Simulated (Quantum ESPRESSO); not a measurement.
# GaP (F-43m) in Quantum ESPRESSO: further runs, part 2 of 2

Quantum ESPRESSO 7.5. The steps go on from the part before.

## 3. Relaxation of cell and atoms, PBEsol, target pressure 6 GPa, at which the enthalpy is minimised

The input, pw.in:

```
&CONTROL
  calculation = 'vc-relax'
  prefix = 'pwscf'
  outdir = './tmp'
  pseudo_dir = './pseudo'
  tprnfor = .true.
  tstress = .true.
  disk_io = 'low'
  nstep = 40
  forc_conv_thr = 0.0004
  etot_conv_thr = 1d-05
/
&SYSTEM
  ibrav = 0
  nat = 2
  ntyp = 2
  ecutwfc = 80
  nbnd = 15
  occupations = 'fixed'
/
&ELECTRONS
  conv_thr = 4d-10
  electron_maxstep = 120
  mixing_beta = 0.5
/
&IONS
  ion_dynamics = 'bfgs'
/
&CELL
  cell_dynamics = 'bfgs'
  press = 60
  press_conv_thr = 0.3
/
ATOMIC_SPECIES
Ga    69.7230 Ga.upf
P     30.9738 P.upf
CELL_PARAMETERS angstrom
   0.0000000000    2.7250000000    2.7250000000
   2.7250000000    0.0000000000    2.7250000000
   2.7250000000    2.7250000000    0.0000000000
ATOMIC_POSITIONS crystal
Ga     0.0000000000    0.0000000000    0.0000000000
P      0.2500000000    0.2500000000    0.2500000000
K_POINTS automatic
10 10 10 0 0 0
```

Potentials or basis: PseudoDojo 0.4.1 SR PBEsol standard.

On the command line:

```console
OMP_NUM_THREADS=1 pw.x -in pw.in > pw.out
```

pw.out:

```text
This program is part of the open-source Quantum ESPRESSO suite
     for quantum simulation of materials; please cite
[... 9 lines left out ...]
     --------------------
     sticks:   dense  smooth     PW     G-vecs:    dense   smooth      PW
     Sum        1159    1159    349                26469    26469    4279

     Using Slab Decomposition

     bravais-lattice index     =            0
     lattice parameter (alat)  =       7.2825  a.u.
     unit-cell volume          =     273.1028 (a.u.)^3
     number of atoms/cell      =            2
     number of atomic types    =            2
     number of electrons       =        18.00
     number of Kohn-Sham states=           15
     kinetic-energy cutoff     =      80.0000  Ry
     charge density cutoff     =     320.0000  Ry
     scf convergence threshold =      4.0E-10
     mixing beta               =       0.5000
     number of iterations used =            8  plain     mixing
     energy convergence thresh.=      1.0E-05
     force convergence thresh. =      4.0E-04
     press convergence thresh. =      3.0E-01
     Exchange-correlation= PBESOL
                           (   1   4  10   8   0   0   0)
     nstep                     =           40

     celldm(1)=   7.282498  celldm(2)=   0.000000  celldm(3)=   0.000000
     celldm(4)=   0.000000  celldm(5)=   0.000000  celldm(6)=   0.000000

     crystal axes: (cart. coord. in units of alat)
               a(1) = (   0.000000   0.707107   0.707107 )
               a(2) = (   0.707107   0.000000   0.707107 )
               a(3) = (   0.707107   0.707107   0.000000 )

     reciprocal axes: (cart. coord. in units 2 pi/alat)
               b(1) = ( -0.707107  0.707107  0.707107 )
               b(2) = (  0.707107 -0.707107  0.707107 )
               b(3) = (  0.707107  0.707107 -0.707107 )

     PseudoPot. # 1 for Ga read from file:
     Ga.upf
     Pseudo is Norm-conserving + core correction, Zval = 13.0
     Generated using ONCVPSP code by D. R. Hamann
     Using radial grid of 1902 points,  6 beta functions with:
                l(1) =   0
                l(2) =   0
                l(3) =   1
                l(4) =   1
                l(5) =   2
                l(6) =   2

     PseudoPot. # 2 for P  read from file:
     P.upf
     Pseudo is Norm-conserving + core correction, Zval =  5.0
     Generated using ONCVPSP code by D. R. Hamann
     Using radial grid of 1298 points,  6 beta functions with:
                l(1) =   0
                l(2) =   0
                l(3) =   1
                l(4) =   1
                l(5) =   2
[... 1778 lines left out ...]
     number of atoms/cell      =            2
     number of atomic types    =            2
     number of electrons       =        18.00
     number of Kohn-Sham states=           15
     kinetic-energy cutoff     =      80.0000  Ry
     charge density cutoff     =     320.0000  Ry
     scf convergence threshold =      4.0E-12
     mixing beta               =       0.5000
     number of iterations used =            8  plain     mixing
     press convergence thresh. =      3.0E-01
     Exchange-correlation= PBESOL
                           (   1   4  10   8   0   0   0)

     celldm(1)=   7.282498  celldm(2)=   0.000000  celldm(3)=   0.000000
     celldm(4)=   0.000000  celldm(5)=   0.000000  celldm(6)=   0.000000

     crystal axes: (cart. coord. in units of alat)
               a(1) = (   0.000000   0.691366   0.691366 )
               a(2) = (   0.691366   0.000000   0.691366 )
               a(3) = (   0.691366   0.691366   0.000000 )

     reciprocal axes: (cart. coord. in units 2 pi/alat)
               b(1) = ( -0.723206  0.723206  0.723206 )
               b(2) = (  0.723206 -0.723206  0.723206 )
               b(3) = (  0.723206  0.723206 -0.723206 )

     PseudoPot. # 1 for Ga read from file:
     Ga.upf
     Pseudo is Norm-conserving + core correction, Zval = 13.0
     Generated using ONCVPSP code by D. R. Hamann
     Using radial grid of 1902 points,  6 beta functions with:
                l(1) =   0
                l(2) =   0
                l(3) =   1
                l(4) =   1
                l(5) =   2
                l(6) =   2

     PseudoPot. # 2 for P  read from file:
     P.upf
     Pseudo is Norm-conserving + core correction, Zval =  5.0
     Generated using ONCVPSP code by D. R. Hamann
     Using radial grid of 1298 points,  6 beta functions with:
                l(1) =   0
                l(2) =   0
                l(3) =   1
                l(4) =   1
                l(5) =   2
                l(6) =   2

     atomic species   valence    mass     pseudopotential
     Ga               13.00    69.72300     Ga( 1.00)
     P                 5.00    30.97380     P ( 1.00)

     24 Sym. Ops. (no inversion) found

   Cartesian axes

     site n.     atom                  positions (alat units)
         1        Ga     tau(   1) = (  -0.0000000  -0.0000000   0.0000000  )
         2        P      tau(   2) = (   0.3456831   0.3456831   0.3456831  )

     number of k points=    47
                       cart. coord. in units 2pi/alat
        k(    1) = (   0.0000000   0.0000000   0.0000000), wk =   0.0020000
        k(    2) = (   0.0723206   0.0723206  -0.0723206), wk =   0.0160000
        k(    3) = (   0.1446411   0.1446411  -0.1446411), wk =   0.0160000
        k(    4) = (   0.2169617   0.2169617  -0.2169617), wk =   0.0160000
        k(    5) = (   0.2892823   0.2892823  -0.2892823), wk =   0.0160000
        k(    6) = (  -0.3616029  -0.3616029   0.3616029), wk =   0.0080000
[... 39 lines left out ...]
        k(   46) = (  -0.0723206  -0.3616029   0.6508852), wk =   0.0480000
        k(   47) = (  -0.7232057   0.2892823   0.0000000), wk =   0.0240000

     Dense  grid:    24693 G-vectors     FFT dimensions: (  45,  45,  45)

     Initial potential from superposition of free atoms

     starting charge      17.9974, renormalised to      18.0000
     Starting wfcs are   13 randomized atomic wfcs +    2 random wfcs

     Self-consistent Calculation

     iteration #  1     ecut=    80.00 Ry     beta= 0.50
     Davidson diagonalization with overlap
     c_bands:  1 eigenvalues not converged
     c_bands:  1 eigenvalues not converged
     c_bands:  1 eigenvalues not converged
     c_bands:  1 eigenvalues not converged
     c_bands:  1 eigenvalues not converged
     c_bands:  1 eigenvalues not converged
[... 336 lines left out ...]
          total   stress  (Ry/bohr**3)                   (kbar)     P=       59.74
   0.00040612  -0.00000000   0.00000000           59.74       -0.00        0.00
  -0.00000000   0.00040612  -0.00000000           -0.00       59.74       -0.00
   0.00000000  -0.00000000   0.00040612            0.00       -0.00       59.74

=------------------------------------------------------------------------------=
   JOB DONE.
=------------------------------------------------------------------------------=
```

Run time: 5.9 min. Hardware: 1 thread of AMD EPYC, shared host; peak memory 0.09 GiB.

Results:

* Free energy: -2266.7288 eV
* Relaxed volume: 18.91 Å³/atom
* Relaxed cell: a = 3.768 Å, b = 3.768 Å, c = 3.768 Å, α = 60.00°, β = 60.00°, γ = 60.00°
* Space group after relaxing (to 0.05 Å): F-43m (No. 216)
* Energy change on relaxing (the enthalpy is what falls): +21.1 meV/atom
* Ionic steps: 5
* Pressure after relaxing: 6.0 GPa
* Band gap on the k mesh: 1.36 eV, indirect (least direct gap 2.30 eV)

The path:
```
step  energy change (eV)  largest force (eV/Å)  pressure (GPa)  volume (Å³)
   1              0.0000                0.0000           -0.50        40.47
   2              0.0078                0.0000            2.48        39.14
   3              0.0478                0.0000            6.42        37.68
   4              0.0420                0.0000            5.98        37.83
   5              0.0422                0.0000            6.00        37.83
```

Final structure:
```xyz
2
Lattice="0.0000 2.6643 2.6643 2.6643 0.0000 2.6643 2.6643 2.6643 0.0000" Properties=species:S:1:pos:R:3 pbc="T T T"
Ga    0.0000    0.0000    0.0000
P     1.3322    1.3322    1.3322
```

Levels at points of the mesh, in eV from the valence-band top:
```tsv
k point	band 5	band 6	band 7	band 8	band 9	band 10	band 11	band 12	band 13	band 14
(0.00, 0.00, 0.00)	-14.59	-13.05	0.00	0.00	0.00	2.30	3.80	3.80	3.80	8.88
(0.00, 0.00, -0.50)	-14.58	-10.74	-7.10	-1.23	-1.23	1.79	4.62	4.62	8.20	11.24
(0.00, -0.50, -0.50)	-14.56	-9.74	-7.14	-2.96	-2.96	1.37	1.64	11.02	11.02	11.71
```

A k mesh can miss the band edges. Expect the measured gap to be larger: semilocal functionals such as PBEsol lack the derivative discontinuity.

## 4. Relaxation of cell and atoms, PBEsol, target pressure 12 GPa, at which the enthalpy is minimised

pw.in: that of step 3 with these lines changed.

```diff
@@ -30,3 +30,3 @@
   cell_dynamics = 'bfgs'
-  press = 60
+  press = 120
   press_conv_thr = 0.3
```

Potentials or basis: PseudoDojo 0.4.1 SR PBEsol standard.

On the command line:

```console
OMP_NUM_THREADS=1 pw.x -in pw.in > pw.out
```

pw.out:

```text
This program is part of the open-source Quantum ESPRESSO suite
     for quantum simulation of materials; please cite
[... 9 lines left out ...]
     --------------------
     sticks:   dense  smooth     PW     G-vecs:    dense   smooth      PW
     Sum        1159    1159    349                26469    26469    4279

     Using Slab Decomposition

     bravais-lattice index     =            0
     lattice parameter (alat)  =       7.2825  a.u.
     unit-cell volume          =     273.1028 (a.u.)^3
     number of atoms/cell      =            2
     number of atomic types    =            2
     number of electrons       =        18.00
     number of Kohn-Sham states=           15
     kinetic-energy cutoff     =      80.0000  Ry
     charge density cutoff     =     320.0000  Ry
     scf convergence threshold =      4.0E-10
     mixing beta               =       0.5000
     number of iterations used =            8  plain     mixing
     energy convergence thresh.=      1.0E-05
     force convergence thresh. =      4.0E-04
     press convergence thresh. =      3.0E-01
     Exchange-correlation= PBESOL
                           (   1   4  10   8   0   0   0)
     nstep                     =           40

     celldm(1)=   7.282498  celldm(2)=   0.000000  celldm(3)=   0.000000
     celldm(4)=   0.000000  celldm(5)=   0.000000  celldm(6)=   0.000000

     crystal axes: (cart. coord. in units of alat)
               a(1) = (   0.000000   0.707107   0.707107 )
               a(2) = (   0.707107   0.000000   0.707107 )
               a(3) = (   0.707107   0.707107   0.000000 )

[... 1876 lines left out ...]
     Generated using ONCVPSP code by D. R. Hamann
     Using radial grid of 1298 points,  6 beta functions with:
                l(1) =   0
                l(2) =   0
                l(3) =   1
                l(4) =   1
                l(5) =   2
                l(6) =   2

     atomic species   valence    mass     pseudopotential
     Ga               13.00    69.72300     Ga( 1.00)
     P                 5.00    30.97380     P ( 1.00)

     24 Sym. Ops. (no inversion) found

   Cartesian axes

     site n.     atom                  positions (alat units)
         1        Ga     tau(   1) = (   0.0000000   0.0000000   0.0000000  )
         2        P      tau(   2) = (   0.3400599   0.3400599   0.3400599  )

     number of k points=    47
                       cart. coord. in units 2pi/alat
        k(    1) = (   0.0000000   0.0000000   0.0000000), wk =   0.0020000
        k(    2) = (   0.0735165   0.0735165  -0.0735165), wk =   0.0160000
        k(    3) = (   0.1470329   0.1470329  -0.1470329), wk =   0.0160000
        k(    4) = (   0.2205494   0.2205494  -0.2205494), wk =   0.0160000
        k(    5) = (   0.2940658   0.2940658  -0.2940658), wk =   0.0160000
        k(    6) = (  -0.3675823  -0.3675823   0.3675823), wk =   0.0080000
[... 39 lines left out ...]
        k(   46) = (  -0.0735165  -0.3675823   0.6616481), wk =   0.0480000
        k(   47) = (  -0.7351645   0.2940658  -0.0000000), wk =   0.0240000

     Dense  grid:    23505 G-vectors     FFT dimensions: (  40,  40,  40)

     Initial potential from superposition of free atoms

     starting charge      17.9974, renormalised to      18.0000
     Starting wfcs are   13 randomized atomic wfcs +    2 random wfcs

     Self-consistent Calculation

     iteration #  1     ecut=    80.00 Ry     beta= 0.50
     Davidson diagonalization with overlap
     c_bands:  1 eigenvalues not converged
     c_bands:  1 eigenvalues not converged
     c_bands:  1 eigenvalues not converged
     c_bands:  1 eigenvalues not converged
     c_bands:  1 eigenvalues not converged
     c_bands:  1 eigenvalues not converged
     c_bands:  1 eigenvalues not converged
     c_bands:  1 eigenvalues not converged
     c_bands:  1 eigenvalues not converged
     c_bands:  1 eigenvalues not converged
     c_bands:  1 eigenvalues not converged
     c_bands:  1 eigenvalues not converged
[... 324 lines left out ...]
          total   stress  (Ry/bohr**3)                   (kbar)     P=      119.71
   0.00081377  -0.00000000   0.00000000          119.71       -0.00        0.00
  -0.00000000   0.00081377  -0.00000000           -0.00      119.71       -0.00
   0.00000000  -0.00000000   0.00081377            0.00       -0.00      119.71

=------------------------------------------------------------------------------=
   JOB DONE.
=------------------------------------------------------------------------------=
```

Run time: 7 min. Hardware: 1 thread of AMD EPYC, shared host; peak memory 0.09 GiB.

What came out:

| Property | Result |
| --- | --- |
| Free energy | -2266.6281 eV |
| Relaxed volume | 18.01 Å³/atom |
| Relaxed cell | a = 3.707 Å, b = 3.707 Å, c = 3.707 Å, α = 60.00°, β = 60.00°, γ = 60.00° |
| Space group after relaxing (to 0.05 Å) | F-43m (No. 216) |
| Energy change on relaxing (the enthalpy is what falls) | +71.4 meV/atom |
| Ionic steps | 5 |
| Pressure after relaxing | 12.0 GPa |
| Band gap on the k mesh | 1.25 eV, indirect (least direct gap 2.71 eV) |

The path:
```tsv
step	energy change (eV)	largest force (eV/Å)	pressure (GPa)	volume (Å³)
1	0.0000	0.0000	-0.50	40.47
2	0.0379	0.0000	5.66	37.94
3	0.1708	0.0000	13.35	35.66
4	0.1408	0.0000	11.90	36.04
5	0.1429	0.0000	12.00	36.01
```

Final structure:
```
Ga P
1.0
     0.00000    2.62100    2.62100
     2.62100    0.00000    2.62100
     2.62100    2.62100    0.00000
Ga P
1 1
Direct
  0.00000 0.00000 0.00000
  0.25000 0.25000 0.25000
```

A k mesh can miss the band edges. Expect the measured gap to be larger: semilocal functionals such as PBEsol lack the derivative discontinuity.

## 5. Relaxation of cell and atoms, PBEsol, target pressure 18 GPa, at which the enthalpy is minimised

pw.in: that of step 4 with these lines changed.

```diff
@@ -30,3 +30,3 @@
   cell_dynamics = 'bfgs'
-  press = 120
+  press = 180
   press_conv_thr = 0.3
```

On the command line:

```console
OMP_NUM_THREADS=1 pw.x -in pw.in > pw.out
```

It took 7.2 min on 1 thread of AMD EPYC, shared host; peak memory 0.09 GiB.

The run converged. Its results:

```yaml
Free_energy: -2266.4926 eV
Relaxed_volume: 17.28 Å³/atom
Relaxed_cell: a = 3.656 Å, b = 3.656 Å, c = 3.656 Å, α = 60.00°, β = 60.00°, γ = 60.00°
Space_group_after_relaxing_to_0.05_Å: F-43m (No. 216)
Energy_change_on_relaxing_the_enthalpy_is_what_falls: +139.1 meV/atom
Ionic_steps: 5
Pressure_after_relaxing: 18.0 GPa
Band_gap_on_the_k_mesh: 1.15 eV, indirect (least direct gap 3.06 eV)
```

Step by step:
```
step  energy change (eV)  largest force (eV/Å)  pressure (GPa)  volume (Å³)
   1              0.0000                0.0000           -0.50        40.47
   2              0.0924                0.0000            9.30        36.77
   3              0.3427                0.0000           20.52        34.02
   4              0.2731                0.0000           17.79        34.60
   5              0.2782                0.0000           18.00        34.55
```

Final structure:
```
CELL_PARAMETERS angstrom
0.00000 2.58519 2.58519
2.58519 0.00000 2.58519
2.58519 2.58519 0.00000
ATOMIC_POSITIONS crystal
Ga 0.00000 0.00000 0.00000
P 0.25000 0.25000 0.25000
```

Levels at points of the mesh, in eV from the valence-band top:
| k point | band 6 | band 7 | band 8 | band 9 | band 10 | band 11 | band 12 | band 13 |
| --- | --- | --- | --- | --- | --- | --- | --- | --- |
| (0.00, 0.00, 0.00) | -13.84 | 0.00 | 0.00 | 0.00 | 3.06 | 3.74 | 3.74 | 3.74 |
| (0.00, 0.00, -0.50) | -11.17 | -7.71 | -1.38 | -1.38 | 2.06 | 4.55 | 4.55 | 8.30 |
| (0.00, -0.50, -0.50) | -10.05 | -7.63 | -3.32 | -3.32 | 1.15 | 1.49 | 11.67 | 11.67 |

A k mesh can miss the band edges.

## 6. Summary

| cell | gap on the mesh (eV) | pressure (GPa) |
| --- | --- | --- |
| relaxed to 0.3 kbar | 1.47 | 0.0 |
| relaxed to 6 GPa | 1.36 | 6.0 |
| relaxed to 12 GPa | 1.25 | 12.0 |
| relaxed to 18 GPa | 1.15 | 18.0 |

Alike in all rows: task relaxation of cell and atoms; level PBEsol; potentials or basis PseudoDojo 0.4.1 SR PBEsol standard; no spin polarisation; k mesh 10 × 10 × 10; cutoff (eV) 1088; smearing fixed.

Absolute energies hang on the potentials; compare differences alone.
